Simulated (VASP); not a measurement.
# H: molecular dynamics with a thermostat

H, I4/mmm (no. 139), 12 atoms in the cell. PBE, molecular dynamics; PAW potentials H (PBE set).

Ensemble: Nose-Hoover; Target temperature (K): 1000.

## Input

INCAR:
```
SYSTEM = H
ALGO = Fast
EDIFF = 1E-6
ENCUT = 250
GGA = PE
IBRION = 0
ISIF = 2
ISMEAR = -1
ISYM = 0
KPAR = 2
LASPH = .TRUE.
LCHARG = .FALSE.
LREAL = Auto
LWAVE = .FALSE.
MDALGO = 2
NELM = 60
NELMIN = 4
NSW = 60
POTIM = 0.5
PREC = Normal
RANDOM_SEED = 279417 0 0
SIGMA = 0.05
SMASS = 0
TEBEG = 1000
```

KPOINTS:
```
k-points
0
Monkhorst-Pack
  4 4 1
```

POSCAR:
```
H
1.0
    3.3830689400      0.0000000000      0.0000000000
    0.0000000000      3.3830689400      0.0000000000
    0.0000000000      0.0000000000     12.3508439400
H
12
Direct
    0.0000000000      0.0000000000      0.0300459033
    0.0000000000      0.0000000000      0.3633792367
    0.0000000000      0.0000000000      0.6967125700
    0.0000000000      0.0000000000      0.3032874300
    0.0000000000      0.0000000000      0.6366207633
    0.0000000000      0.0000000000      0.9699540967
    0.5000000000      0.5000000000      0.1967125700
    0.5000000000      0.5000000000      0.5300459033
    0.5000000000      0.5000000000      0.8633792367
    0.5000000000      0.5000000000      0.1366207633
    0.5000000000      0.5000000000      0.4699540967
    0.5000000000      0.5000000000      0.8032874300
```

Commands:
```
cat potpaw_PBE.64/H/POTCAR > POTCAR
mpirun -np 2 vasp_std > vasp.out
```

## Result

- Mean temperature (K): 1015
- Standard error of the mean temperature (K): 46
- Relative fluctuation of the kinetic energy: 0.142
- Canonical value of that fluctuation: 0.246
- Rise of the mean potential energy above the start (meV/atom): 37.9
- Electronic steps per ionic step after the first: 5.3

Course of the run:

| Time (fs) | Temperature (K) | Potential energy less the first (meV/atom) |
|---|---|---|
| 0 | 1000 | 0.0 |
| 3 | 914 | 12.1 |
| 5 | 979 | 8.9 |
| 8 | 1031 | 10.7 |
| 10 | 997 | 20.8 |
| 12 | 990 | 27.6 |
| 14 | 865 | 49.0 |
| 16 | 969 | 49.8 |
| 18 | 944 | 67.0 |
| 21 | 1157 | 62.7 |
| 23 | 1336 | 50.6 |
| 26 | 1174 | 54.7 |
| 28 | 1017 | 49.7 |
| 30 | 717 | 63.6 |

REPORT:
```
MDALGO =   2
               SCALING =       0
                 CNEXP =     9.000   14.000
           RANDOM_SEED =            279417                0                0

   original number of atomic DOF:         33
   number of independent constraints:      0
   number of active DOF:                  33

========================================
         MD step No.       1
========================================

  Atomic velocities initialized by STEP_tb

  >Energies
                    E_tot             E_pot             E_kin               EPS                ES
   e_b>   -0.38813379E+02   -0.40234572E+02    0.14211933E+01    0.00000000E+00    0.00000000E+00

  >Temperature
               T_sim     T_inst
   tmprt>   1000.000    999.525

  >Thermostat:
           s(n+1) sdot(n+1)      s(n)   sdot(n)        Qs
   s_b>  -0.00001  -0.00001   0.00000   0.00000   0.04858

           RANDOM_SEED =            279417               72                0

[... steps left out ...]

========================================
         MD step No.      60
========================================

  >Energies
                    E_tot             E_pot             E_kin               EPS                ES
   e_b>   -0.38806600E+02   -0.39471786E+02    0.10190449E+01    0.27394203E-01   -0.38125328E+00

  >Temperature
               T_sim     T_inst
   tmprt>   1000.000    716.694

  >Thermostat:
           s(n+1) sdot(n+1)      s(n)   sdot(n)        Qs
   s_b>  -0.12042   0.01188  -0.13407   0.01542   0.04858

           RANDOM_SEED =            279417               72                0
```

OSZICAR:
```
N       E                     dE             d eps       ncg     rms          rms(c)
DAV:   1    -0.199426998736E+02   -0.19943E+02   -0.27827E+03   224   0.368E+02
DAV:   2    -0.422870759837E+02   -0.22344E+02   -0.22056E+02   278   0.842E+01
DAV:   3    -0.434013285165E+02   -0.11143E+01   -0.11133E+01   218   0.175E+01
DAV:   4    -0.434054784989E+02   -0.41500E-02   -0.41499E-02   274   0.133E+00
DAV:   5    -0.434054936691E+02   -0.15170E-04   -0.15170E-04   233   0.695E-02    0.109E+01
RMM:   6    -0.412371997656E+02    0.21683E+01   -0.73272E-01   208   0.434E+00    0.614E+00
RMM:   7    -0.402097285294E+02    0.10275E+01   -0.20096E+00   208   0.772E+00    0.686E-01
RMM:   8    -0.402444455050E+02   -0.34717E-01   -0.10108E-01   208   0.225E+00    0.625E-01
RMM:   9    -0.402341380028E+02    0.10308E-01   -0.27883E-02   208   0.107E+00    0.339E-02
RMM:  10    -0.402345169598E+02   -0.37896E-03   -0.25799E-03   208   0.411E-01    0.163E-02
RMM:  11    -0.402345605057E+02   -0.43546E-04   -0.39119E-04   208   0.156E-01    0.726E-03
RMM:  12    -0.402345718745E+02   -0.11369E-04   -0.47355E-05   208   0.475E-02    0.996E-03
[... left out ...]
     59 T=   751. E= -.38807388E+02 F= -.39485772E+02 E0= -.39485772E+02  EK= 0.10677E+01 SP= -.43E+00 SK= 0.40E-01
[... last step whole ...]
       N       E                     dE             d eps       ncg     rms          rms(c)
DAV:   1    -0.394716434561E+02    0.14128E-01   -0.28959E-02   283   0.109E+00    0.442E-02
RMM:   2    -0.394717787856E+02   -0.13533E-03   -0.16025E-03   208   0.306E-01    0.266E-02
RMM:   3    -0.394717851853E+02   -0.63997E-05   -0.12088E-04   208   0.882E-02    0.113E-02
RMM:   4    -0.394717860545E+02   -0.86917E-06   -0.16115E-05   208   0.311E-02    0.338E-03
RMM:   5    -0.394717862871E+02   -0.23264E-06   -0.21187E-06   174   0.112E-02
     60 T=   717. E= -.38806600E+02 F= -.39471786E+02 E0= -.39471786E+02  EK= 0.10190E+01 SP= -.38E+00 SK= 0.27E-01
```

Limits: 30 fs of 12 atoms are too short for converged averages; the cell is only 3.4 Å across, so each atom moves in step with near copies of itself.

VASP 6.6.1 took 84 s on 2 cores (AMD EPYC 7R13 (Zen 3)), a shared host.
